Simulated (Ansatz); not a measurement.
# BN: experiment and calculation

**The experiment to reproduce.**

“Cubic boron nitride: an experimental and theoretical ELNES study”, 2001, arxiv:cond-mat/0101290 reports, for a powder of BN: lattice constant a 3.616 ± 0.002 Å.

From a printed reference work, monograph, for a bulk crystal of BN at 300 K: band gap 6.4 eV (indirect).

“Effect of nanostructuration on compressibility of cubic BN”, 2012, arxiv:1208.3664 quotes, for a bulk crystal of BN at 300 K: bulk modulus 395 ± 2 GPa.

The runs below are set against these values where they give the same quantity.

The calculation used DFT r2SCAN, scalar-relativistic, plane waves, PAW in Ansatz 0.2.0.

Plane waves to 500 eV, a k mesh through Γ of 12×12×12 on the computed 2-atom cell and Gaussian smearing (0.02 eV); no spin polarisation.

Relaxed structure, symmetry kept:

```
B N
1.0
     0.00000    1.80481    1.80481
     1.80481    0.00000    1.80481
     1.80481    1.80481    0.00000
B N
1 1
Direct
  0.00000 0.00000 0.00000
  0.75000 0.75000 0.75000
```

- Space group: F-43m (No. 216)
- Volume per atom: 5.88 Å³
- Formation energy from the elements' standard states (uncorrected): -1.320 eV/atom
- Generalised Kohn–Sham band gap: 5.00 eV, indirect from Γ to X
- Löwdin character of the top 1 eV of the valence band: N 2p 84 %, B 2p 14 %
- Löwdin character of the lowest 1 eV of the conduction band: B 2p 56 %, N 2s 30 %, unprojected 10 %
- Electron masses at the edge by Cartesian direction of the standard setting (m_e; degenerate bands sorted by energy; no spin-orbit coupling): x: 0.87; y: 0.29; z: 0.29
- Hole masses at the edge by Cartesian direction of the standard setting (m_e; degenerate bands sorted by energy; no spin-orbit coupling): x: 0.51, 0.51, 0.48; y: 0.51, 0.51, 0.48; z: 0.51, 0.51, 0.48
- Bulk modulus: 392 GPa
- Its pressure derivative: 3.6
- Bader charges (e): B (1 in the cell) 2.26, N (1 in the cell) -2.26

Measured lattice constant a of BN: 3.616 Å (powder; the paper above). This calculation gives 3.610 Å (-0.2 %). 2 values of this kind are on record in papers (3.6152 to 3.616 Å); this one was drawn at random among those near their median, those with a stated uncertainty first. The calculation is for 0 K without zero-point motion. A measured band gap of BN is 6.4 eV (indirect; 300 K; a printed reference work, monograph); the calculated 5.00 eV misses it by -1.40 eV. Kohn–Sham gaps of semilocal functionals fall short of measured ones as a rule. Against the measured bulk modulus of BN, 395 GPa (300 K; quoted in the paper above), the calculated 392 GPa is off by -0.8 %.